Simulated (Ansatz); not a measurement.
# Band table of La2O3

```xyz
5
Lattice="3.8121 0.0000 0.0000 -1.9061 3.3014 0.0000 0.0000 0.0000 6.1200" Properties=species:S:1:pos:R:3 pbc="T T T"
La    0.0000    2.2009    1.5300
La    1.9061    1.1005    4.5900
O     0.4765    0.8253    0.0000
O     2.8591    0.0000    0.0000
O    -1.4295    2.4760    0.0000
```

Atoms are numbered in the order listed.

The cell comes from COD entry 1010278, which wasn't checked; take it as a given geometry. It is an old determination, and later ones may differ. The listed cell was then made from it by scaling, straining or moving an atom.

No spin–orbit coupling, which matters for the heavy atoms here.

The calculation used Ansatz 0.2.0, DFT, PBE, all-electron LAPW, scalar-relativistic.

Settings: a Γ-centred 6×6×4 k mesh, Fermi–Dirac smearing of 0.02 eV, basis error target 1 meV/atom, no spin polarisation; the mesh is coarse along some axis.

Path points, in fractions of the reciprocal vectors: Γ (0.000, 0.000, 0.000), M (0.500, 0.000, 0.000), K (0.333, 0.333, 0.000), A (0.000, 0.000, 0.500), L (0.500, 0.000, 0.500), H (0.333, 0.333, 0.500). Levels in eV from the Fermi level; bands 25 to 48, counted from the lowest band of the run. The gap is zero.

```
# k(1/Å) point b25 b26 b27 b28 b29 b30 b31 b32 b33 b34 b35 b36 b37 b38 b39 b40 b41 b42 b43 b44 b45 b46 b47 b48
0.000 Γ -19.24 -19.24 -16.12 -16.09 -16.09 -15.93 -14.35 -14.35 -8.03 -7.56 -7.56 -7.38 -4.63 -4.63 -2.37 -1.26 0.69 1.16 1.16 1.84 1.84 2.39 2.47 2.50
0.190 - -19.44 -19.33 -16.27 -16.16 -16.11 -15.62 -14.39 -14.34 -8.11 -7.72 -7.35 -7.03 -4.74 -4.57 -2.24 -1.12 0.76 0.84 1.11 1.57 1.95 2.39 2.47 2.51
0.381 - -19.90 -19.53 -16.48 -16.27 -16.08 -15.43 -14.28 -14.25 -8.22 -7.73 -6.98 -6.61 -4.78 -4.37 -2.01 -0.85 0.11 0.73 1.12 1.37 2.16 2.26 2.54 2.62
0.571 - -20.36 -19.73 -16.71 -16.42 -16.05 -15.60 -14.14 -13.80 -8.33 -7.56 -6.69 -6.55 -4.33 -4.07 -1.89 -0.99 -0.19 0.32 1.08 1.37 2.20 2.38 2.74 2.76
0.761 - -20.69 -19.86 -16.89 -16.56 -16.05 -15.80 -14.02 -13.36 -8.41 -7.32 -6.87 -6.33 -3.90 -3.74 -1.83 -1.21 -0.32 -0.07 1.07 1.21 2.21 2.42 2.89 2.95
0.952 M -20.80 -19.91 -16.96 -16.62 -16.05 -15.88 -13.97 -13.18 -8.45 -7.13 -7.05 -6.23 -3.88 -3.51 -1.87 -1.06 -0.58 -0.13 1.04 1.16 2.17 2.43 2.92 3.07
1.061 - -20.79 -19.96 -16.94 -16.62 -16.10 -15.85 -13.96 -13.19 -8.44 -7.14 -7.02 -6.29 -3.89 -3.51 -1.81 -1.04 -0.58 -0.09 1.06 1.19 2.20 2.41 2.91 3.06
1.171 - -20.75 -20.09 -16.90 -16.60 -16.21 -15.78 -13.90 -13.20 -8.41 -7.14 -6.94 -6.42 -3.91 -3.55 -1.64 -0.98 -0.55 -0.01 1.11 1.27 2.29 2.39 2.85 3.02
1.281 - -20.70 -20.26 -16.83 -16.60 -16.36 -15.73 -13.78 -13.24 -8.38 -7.12 -6.85 -6.58 -3.93 -3.62 -1.42 -0.88 -0.49 0.03 1.19 1.34 2.37 2.43 2.74 2.97
1.391 - -20.63 -20.42 -16.74 -16.60 -16.51 -15.70 -13.61 -13.32 -8.37 -7.04 -6.78 -6.75 -3.92 -3.72 -1.23 -0.74 -0.45 0.00 1.29 1.38 2.38 2.59 2.63 2.93
1.501 K -20.54 -20.54 -16.65 -16.62 -16.62 -15.70 -13.45 -13.45 -8.36 -6.91 -6.91 -6.76 -3.84 -3.84 -1.15 -0.55 -0.55 -0.03 1.36 1.36 2.41 2.62 2.62 2.97
1.721 - -20.61 -20.32 -16.71 -16.62 -16.41 -15.68 -13.77 -13.33 -8.35 -7.25 -6.75 -6.60 -4.00 -3.62 -1.43 -1.09 -0.13 0.03 1.30 1.33 2.36 2.44 2.74 2.75
1.941 - -20.42 -20.02 -16.58 -16.54 -16.24 -15.59 -14.08 -13.60 -8.29 -7.58 -6.63 -6.54 -4.12 -3.91 -1.80 -1.24 0.04 0.30 1.18 1.36 2.22 2.29 2.59 2.74
2.160 - -20.00 -19.67 -16.41 -16.36 -16.16 -15.43 -14.26 -14.12 -8.22 -7.76 -6.84 -6.56 -4.62 -4.36 -1.95 -0.88 0.05 0.68 1.21 1.26 2.12 2.29 2.51 2.67
2.380 - -19.50 -19.36 -16.29 -16.18 -16.12 -15.56 -14.39 -14.34 -8.13 -7.74 -7.29 -6.96 -4.76 -4.56 -2.20 -1.08 0.71 0.81 1.11 1.51 1.98 2.40 2.43 2.53
2.600 Γ -19.24 -19.24 -16.12 -16.09 -16.09 -15.93 -14.35 -14.35 -8.03 -7.56 -7.56 -7.38 -4.63 -4.63 -2.37 -1.26 0.69 1.16 1.16 1.84 1.84 2.39 2.47 2.50
2.702 - -19.24 -19.24 -16.27 -16.11 -16.07 -15.80 -14.39 -14.33 -8.00 -7.57 -7.55 -7.38 -4.66 -4.60 -2.45 -1.17 0.51 1.16 1.17 1.80 1.92 2.43 2.44 2.51
2.805 - -19.25 -19.24 -16.47 -16.12 -16.05 -15.63 -14.41 -14.32 -7.91 -7.57 -7.54 -7.39 -4.66 -4.57 -2.62 -0.97 0.14 1.17 1.17 1.81 2.03 2.37 2.40 2.51
2.908 - -19.25 -19.24 -16.63 -16.12 -16.05 -15.49 -14.42 -14.33 -7.78 -7.56 -7.53 -7.40 -4.64 -4.55 -2.77 -0.82 -0.17 1.17 1.18 1.88 2.12 2.32 2.36 2.45
3.010 - -19.24 -19.24 -16.74 -16.10 -16.06 -15.41 -14.41 -14.36 -7.64 -7.55 -7.53 -7.45 -4.61 -4.55 -2.87 -0.85 -0.25 1.18 1.19 1.99 2.17 2.29 2.34 2.35
3.113 A -19.24 -19.24 -16.78 -16.08 -16.08 -15.38 -14.39 -14.39 -7.53 -7.53 -7.53 -7.52 -4.58 -4.58 -2.91 -0.90 -0.24 1.19 1.19 2.11 2.11 2.29 2.29 2.34
3.303 - -19.41 -19.34 -16.75 -16.14 -16.11 -15.37 -14.39 -14.24 -7.77 -7.69 -7.28 -7.21 -4.68 -4.48 -2.69 -0.68 -0.16 0.89 1.11 1.69 2.07 2.15 2.37 2.61
3.494 - -19.84 -19.54 -16.67 -16.32 -16.15 -15.47 -14.35 -13.87 -8.02 -7.77 -7.00 -6.74 -4.79 -4.24 -2.19 -0.26 -0.10 0.34 0.83 1.23 1.86 2.27 2.55 2.80
3.684 - -20.33 -19.73 -16.64 -16.51 -16.17 -15.65 -14.21 -13.53 -8.28 -7.69 -6.72 -6.51 -4.45 -4.00 -1.72 -0.86 -0.12 0.27 0.72 0.96 2.08 2.40 2.74 2.88
3.874 - -20.69 -19.87 -16.73 -16.55 -16.18 -15.81 -14.01 -13.36 -8.49 -7.41 -6.76 -6.36 -4.00 -3.67 -1.53 -1.41 -0.27 -0.12 0.68 1.07 2.40 2.67 2.86 2.96
4.065 L -20.82 -19.92 -16.78 -16.56 -16.19 -15.88 -13.90 -13.32 -8.57 -7.10 -6.99 -6.27 -4.01 -3.31 -1.63 -1.49 -0.40 -0.22 0.60 1.17 2.43 2.81 2.93 3.06
4.175 - -20.81 -19.98 -16.78 -16.51 -16.20 -15.85 -13.92 -13.35 -8.54 -7.11 -6.99 -6.29 -4.00 -3.30 -1.61 -1.45 -0.45 -0.17 0.68 1.17 2.43 2.79 2.91 3.05
4.285 - -20.78 -20.13 -16.79 -16.40 -16.24 -15.76 -13.98 -13.41 -8.46 -7.12 -6.99 -6.36 -3.96 -3.29 -1.57 -1.33 -0.53 -0.07 0.86 1.16 2.41 2.73 2.84 3.02
4.394 - -20.74 -20.32 -16.80 -16.31 -16.26 -15.62 -14.02 -13.53 -8.36 -7.11 -6.99 -6.47 -3.87 -3.31 -1.52 -1.15 -0.62 0.05 1.07 1.17 2.42 2.64 2.75 2.96
4.504 - -20.69 -20.49 -16.82 -16.27 -16.27 -15.50 -13.98 -13.67 -8.28 -7.03 -6.99 -6.65 -3.71 -3.40 -1.49 -0.97 -0.70 0.13 1.21 1.23 2.46 2.56 2.65 2.90
4.614 H -20.61 -20.61 -16.83 -16.26 -16.26 -15.46 -13.84 -13.84 -8.25 -6.97 -6.87 -6.87 -3.54 -3.54 -1.49 -0.82 -0.82 0.17 1.26 1.26 2.54 2.55 2.55 2.86
4.834 - -20.63 -20.40 -16.77 -16.30 -16.28 -15.52 -14.16 -13.50 -8.29 -7.38 -6.80 -6.48 -3.80 -3.53 -1.47 -1.09 -0.53 0.07 1.01 1.30 2.26 2.59 2.61 3.00
5.054 - -20.37 -20.09 -16.57 -16.40 -16.30 -15.56 -14.34 -13.42 -8.24 -7.73 -6.60 -6.50 -4.16 -3.92 -1.54 -0.95 -0.29 0.19 0.70 1.26 1.87 2.55 2.58 3.05
5.273 - -19.92 -19.71 -16.60 -16.33 -16.23 -15.49 -14.39 -13.73 -8.05 -7.83 -6.86 -6.66 -4.74 -4.17 -2.01 -0.21 -0.12 0.20 0.70 1.25 1.73 2.41 2.49 2.92
5.493 - -19.46 -19.37 -16.74 -16.14 -16.14 -15.38 -14.39 -14.19 -7.80 -7.72 -7.23 -7.15 -4.71 -4.45 -2.62 -0.60 -0.15 0.79 1.08 1.62 2.00 2.20 2.37 2.66
5.713 A -19.24 -19.24 -16.78 -16.08 -16.08 -15.38 -14.39 -14.39 -7.53 -7.53 -7.53 -7.52 -4.58 -4.58 -2.91 -0.90 -0.24 1.19 1.19 2.11 2.11 2.29 2.29 2.34
```
